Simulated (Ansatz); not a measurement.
# Re(0001) with 2 layers of random Re-Nb, 2x2: scattering by chemical disorder, part 2 of 2

Wanted: resistance against the alloy's length, first Re(0001) with 2 layers of random Re-Nb, 2x2.

Ansatz 0.2.0; Ansatz plane-wave DFT, PBE, PAW files; ballistic transport by layer matching (Landauer), zero bias; PAW set soft_1.

So far. Step 3 (With 6 alloy layers): Over the solved energies the transmission per spin lies between 3.50 and 3.68, out of 5.27 channels of the lead on average (up to 5.38).

## Step 4: With 10 alloy layers

In 10 layers a share of 0.125 of the sites is given to Nb at random. A fresh draw is used; the growth of the resistance with length is what counts.

System of this step: Re(0001) with 10 layers of random Re-Nb, 2x2. The cell holds 80 atoms: 75 Re and 5 Nb. Cell: a = 5.522 Å, b = 5.522 Å, c = 44.582 Å, α = 90.0°, β = 90.0°, γ = 120.0°. It derives from Re. Regions: lead, 40 atoms (40 Re); scattering region, 40 atoms (35 Re and 5 Nb). The structure is stacked along c, and the current runs across the ab planes.

The input, input.yaml:

```yaml
crystal:
  lattice:
    - [5.5216, 0.0, 0.0]
    - [-2.7608, 4.7818458695, 0.0]
    - [0.0, 0.0, 44.582]
  atoms:
    - { symbol: Re, position: [0.1666666667, 0.3333333333, 0.025] }
    - { symbol: Re, position: [0.1666666667, 0.8333333333, 0.025] }
    - { symbol: Re, position: [0.6666666667, 0.3333333333, 0.025] }
    - { symbol: Re, position: [0.6666666667, 0.8333333333, 0.025] }
    - { symbol: Re, position: [0.3333333333, 0.1666666667, 0.075] }
    - { symbol: Re, position: [0.3333333333, 0.6666666667, 0.075] }
    - { symbol: Re, position: [0.8333333333, 0.1666666667, 0.075] }
    - { symbol: Re, position: [0.8333333333, 0.6666666667, 0.075] }
    - { symbol: Re, position: [0.1666666667, 0.3333333333, 0.125] }
    - { symbol: Re, position: [0.1666666667, 0.8333333333, 0.125] }
    - { symbol: Re, position: [0.6666666667, 0.3333333333, 0.125] }
    - { symbol: Re, position: [0.6666666667, 0.8333333333, 0.125] }
    - { symbol: Re, position: [0.3333333333, 0.1666666667, 0.175] }
    - { symbol: Re, position: [0.3333333333, 0.6666666667, 0.175] }
    - { symbol: Re, position: [0.8333333333, 0.1666666667, 0.175] }
    - { symbol: Re, position: [0.8333333333, 0.6666666667, 0.175] }
    - { symbol: Re, position: [0.1666666667, 0.3333333333, 0.225] }
    - { symbol: Re, position: [0.1666666667, 0.8333333333, 0.225] }
    - { symbol: Re, position: [0.6666666667, 0.3333333333, 0.225] }
    - { symbol: Re, position: [0.6666666667, 0.8333333333, 0.225] }
    - { symbol: Re, position: [0.3333333333, 0.1666666667, 0.275] }
    - { symbol: Re, position: [0.3333333333, 0.6666666667, 0.275] }
    - { symbol: Re, position: [0.8333333333, 0.1666666667, 0.275] }
    - { symbol: Re, position: [0.8333333333, 0.6666666667, 0.275] }
    - { symbol: Re, position: [0.1666666667, 0.3333333333, 0.325] }
    - { symbol: Re, position: [0.1666666667, 0.8333333333, 0.325] }
    - { symbol: Re, position: [0.6666666667, 0.3333333333, 0.325] }
    - { symbol: Re, position: [0.6666666667, 0.8333333333, 0.325] }
    - { symbol: Re, position: [0.3333333333, 0.1666666667, 0.375] }
    - { symbol: Re, position: [0.3333333333, 0.6666666667, 0.375] }
    - { symbol: Re, position: [0.8333333333, 0.1666666667, 0.375] }
    - { symbol: Re, position: [0.8333333333, 0.6666666667, 0.375] }
    - { symbol: Re, position: [0.1666666667, 0.3333333333, 0.425] }
    - { symbol: Re, position: [0.1666666667, 0.8333333333, 0.425] }
    - { symbol: Re, position: [0.6666666667, 0.3333333333, 0.425] }
    - { symbol: Re, position: [0.6666666667, 0.8333333333, 0.425] }
    - { symbol: Re, position: [0.3333333333, 0.1666666667, 0.475] }
    - { symbol: Re, position: [0.3333333333, 0.6666666667, 0.475] }
    - { symbol: Re, position: [0.8333333333, 0.1666666667, 0.475] }
    - { symbol: Nb, position: [0.8333333333, 0.6666666667, 0.475] }
    - { symbol: Re, position: [0.1666666667, 0.3333333333, 0.525] }
    - { symbol: Re, position: [0.1666666667, 0.8333333333, 0.525] }
    - { symbol: Re, position: [0.6666666667, 0.3333333333, 0.525] }
    - { symbol: Re, position: [0.6666666667, 0.8333333333, 0.525] }
    - { symbol: Re, position: [0.3333333333, 0.1666666667, 0.575] }
    - { symbol: Nb, position: [0.3333333333, 0.6666666667, 0.575] }
    - { symbol: Re, position: [0.8333333333, 0.1666666667, 0.575] }
    - { symbol: Re, position: [0.8333333333, 0.6666666667, 0.575] }
    - { symbol: Re, position: [0.1666666667, 0.3333333333, 0.625] }
    - { symbol: Re, position: [0.1666666667, 0.8333333333, 0.625] }
    - { symbol: Nb, position: [0.6666666667, 0.3333333333, 0.625] }
    - { symbol: Nb, position: [0.6666666667, 0.8333333333, 0.625] }
    - { symbol: Nb, position: [0.3333333333, 0.1666666667, 0.675] }
    - { symbol: Re, position: [0.3333333333, 0.6666666667, 0.675] }
    - { symbol: Re, position: [0.8333333333, 0.1666666667, 0.675] }
    - { symbol: Re, position: [0.8333333333, 0.6666666667, 0.675] }
    - { symbol: Re, position: [0.1666666667, 0.3333333333, 0.725] }
    - { symbol: Re, position: [0.1666666667, 0.8333333333, 0.725] }
    - { symbol: Re, position: [0.6666666667, 0.3333333333, 0.725] }
    - { symbol: Re, position: [0.6666666667, 0.8333333333, 0.725] }
    - { symbol: Re, position: [0.3333333333, 0.1666666667, 0.775] }
    - { symbol: Re, position: [0.3333333333, 0.6666666667, 0.775] }
    - { symbol: Re, position: [0.8333333333, 0.1666666667, 0.775] }
    - { symbol: Re, position: [0.8333333333, 0.6666666667, 0.775] }
    - { symbol: Re, position: [0.1666666667, 0.3333333333, 0.825] }
    - { symbol: Re, position: [0.1666666667, 0.8333333333, 0.825] }
    - { symbol: Re, position: [0.6666666667, 0.3333333333, 0.825] }
    - { symbol: Re, position: [0.6666666667, 0.8333333333, 0.825] }
    - { symbol: Re, position: [0.3333333333, 0.1666666667, 0.875] }
    - { symbol: Re, position: [0.3333333333, 0.6666666667, 0.875] }
    - { symbol: Re, position: [0.8333333333, 0.1666666667, 0.875] }
    - { symbol: Re, position: [0.8333333333, 0.6666666667, 0.875] }
    - { symbol: Re, position: [0.1666666667, 0.3333333333, 0.925] }
    - { symbol: Re, position: [0.1666666667, 0.8333333333, 0.925] }
    - { symbol: Re, position: [0.6666666667, 0.3333333333, 0.925] }
    - { symbol: Re, position: [0.6666666667, 0.8333333333, 0.925] }
    - { symbol: Re, position: [0.3333333333, 0.1666666667, 0.975] }
    - { symbol: Re, position: [0.3333333333, 0.6666666667, 0.975] }
    - { symbol: Re, position: [0.8333333333, 0.1666666667, 0.975] }
    - { symbol: Re, position: [0.8333333333, 0.6666666667, 0.975] }
kpoints:
  mp_grid: { grid: [5, 5, 1] }
hamiltonian:
  xc: pbe
  pseudopotentials: { kind: paw, azcp: { folder: soft_1 } }
scf:
  occupations: { method: fermi_dirac, width: 0.1 }
output:
  transmission:
    leads: [[0, 8]]
    kmesh: [10, 10]
    e_range: [-0.05, 0.05]
    de: 0.05
  write_potential: true
  write_density: true
  volumetric_format: npy
```

The run is started by

```console
ansatz run input.yaml --threads 4 --pin off --max-ram 15360MiB --backend cpu --events-out ev --progress --plain --runs-dir out
```

Numbers of over 12 decimals in the logs are rounded to 6 here.

The log of the run:

```text
[...]
Crystal: 80 atoms, lattice volume = 1177.118 Å³
Basis set: ecut = 420 eV, 23015 PW (Γ)
Bands: 714, of which v1, the nominal top of the filled ones, is band 595 counted from 1 (594 counted from 0)
Symmetry: 1 space group operations
[...]
k-points: 13 of 25 (time reversal used)
[...]
SCF iter   1: F=—  HF=-837974.413442 eV  |F-HF|=—  |Δ(HF+E_count)|=         —  Δρ=6.63e-2  dr2=6.06e2  ethr=3.10e-3  ⟨swp⟩=5.0  Hψ=27806  notcnv=0
[...]
SCF iter   9: F=-837955.327538 eV  HF=-837955.327538 eV  |F-HF|=2.68e-9  |Δ(HF+E_count)|=   7.45e-9  Δρ=3.51e-7  dr2=3.22e-9  ethr=3.33e-12  ⟨swp⟩=1.0  Hψ=25333  notcnv=0
SCF 1 converged in 9 iterations: F = -837955.327538 eV  dr2 = 3.22e-9
[...]
transmission: 417 of 4160 steps passed
transmission: 832 of 4160 steps passed
[...]
transmission: 4160 of 4160 steps passed
SCF converged after 9 iterations
Free energy (F): -837955.327538 eV
[...]
Internal energy: -837952.962676 eV  (E = F + TS)
E sigma→0 (E₀):  -837954.145107 eV
Entropy (-TS):   -2.364862 eV (-29.561 meV/atom)
Fermi energy:    23.950673 eV
[...]
--- Band table (eV; the first three rows and the last of 13) ---
  k-point 0: bands = [... 591 lower, 24.4862, 24.5124, 24.5480, 24.6607, 24.6783, 24.7025, 24.7147, 24.7274, ... 115 higher]
  k-point 1: bands = [... 591 lower, 24.0706, 24.0985, 24.1211, 24.1340, 24.1685, 24.2098, 24.2409, 24.2508, ... 115 higher]
  k-point 2: bands = [... 591 lower, 23.6462, 23.6677, 23.7026, 23.7340, 23.7542, 23.7649, 23.8015, 23.8203, ... 115 higher]
  k-point 12: bands = [... 591 lower, 23.7269, 23.7379, 23.7627, 23.7921, 23.8144, 23.8423, 23.8532, 23.8828, ... 115 higher]
--- Transmission ---
  basis      : 235 plane waves across, 80 finite elements along
  points     : 52, standing for a mesh of 10 x 10
[...]
channels       : 5.380000e0 a spin
[...]
junction   : crystal 0 to crystal 0, 3.76 to 43.88 Å
    transmission   : 3.088310e0 a spin
[...]
```

Wall time 15 min (4 threads of Intel Xeon Platinum 8375C at 2.90GHz (Ice Lake), shared host); peak memory 8.6 GiB.

Numbers from this step:

```
free energy                                   : -837955.3275 eV
energy at zero smearing                       : -837954.1451 eV
Fermi energy                                  : 23.95 eV
transmission per spin nearest the Fermi level : 3.088
step of the lead's potential                  : 1.5 meV
```

Per spin. Transmission, zone mean against energy, zero at the Fermi level:

```csv
energy (eV),"transmission, zone mean"
-0.0500,2.98
0.0000,3.09
0.0500,3.07
```

Over the solved energies the transmission per spin lies between 2.98 and 3.09, out of 5.25 channels of the lead on average (up to 5.38).

## Step 5: The fit

This step: Ansatz plane-wave DFT, PBE, PAW files; ballistic transport by layer matching (Landauer), zero bias; residual resistivity from the slope of the area resistance, atoms on the host's lattice; PAW set soft_1 (Ansatz 0.2.0).

This step gave:

* resistivity: 19.36 µΩ cm
* intercept: 0.03841 fΩ m²
* scatter about the fit: 1.35e-4 fΩ m²

Resistance, by row:

```csv
run,length (Å),T,channels N,RA (fΩ m²)
n2,4.458,4.426,5.28,0.1246
n6,13.37,3.608,5.267,0.2975
n10,22.29,3.047,5.253,0.4698
```

The area resistance by length of the alloy:

```csv
length of the alloy (Å),area resistance (fΩ m²)
4.46,0.125
13.37,0.298
22.29,0.470
```

The area resistance goes from 0.12 to 0.47 fΩ m² between 4.5 and 22.3 Å, a slope of 19 µΩ cm.

By hand from the end points: (0.4698 − 0.1246) fΩ m² / (22.29 − 4.46) Å = 19 µΩ cm, since 1 fΩ m² per Å is 1000 µΩ cm.

## Step 6: Results

| Item | Value |
| --- | --- |
| resistivity from the slope | 19.4 µΩ cm |
| area resistance over 4.46 Å | 0.125 fΩ m² |
| area resistance over 13.4 Å | 0.298 fΩ m² |
| area resistance over 22.3 Å | 0.470 fΩ m² |

**Reading.** The slope gives 19 µΩ cm. The points scatter by 1.4e-4 fΩ m² about the line, with one random draw a length in a 2x2 cell, so the slope is a rough value. Read with a model of isotropic scattering on a spherical Fermi surface and the lead's 1.5×10¹⁵ S/m², this slope means a mean free path near 26 Å; over these lengths the model's slope is 1.06 times its bulk resistivity, which would be 18 µΩ cm. The draw over the shortest length came out nearly ordered, with 12 symmetry operations, so that point is a poor sample of a random alloy. The atoms sit on the host's lattice, so scattering by size misfit is left out. Spin-orbit coupling is left out, which matters for Re.

[Logs are printed without paths, hosts, clocks, repeated set-up lines and the standing remarks that a program may print on its own settings, such as how far it seeks lower states.]

[Hosts, paths, dates, database ids (printed as entryN), source tags and the programs' standing remarks are cut or masked in the printed files.]
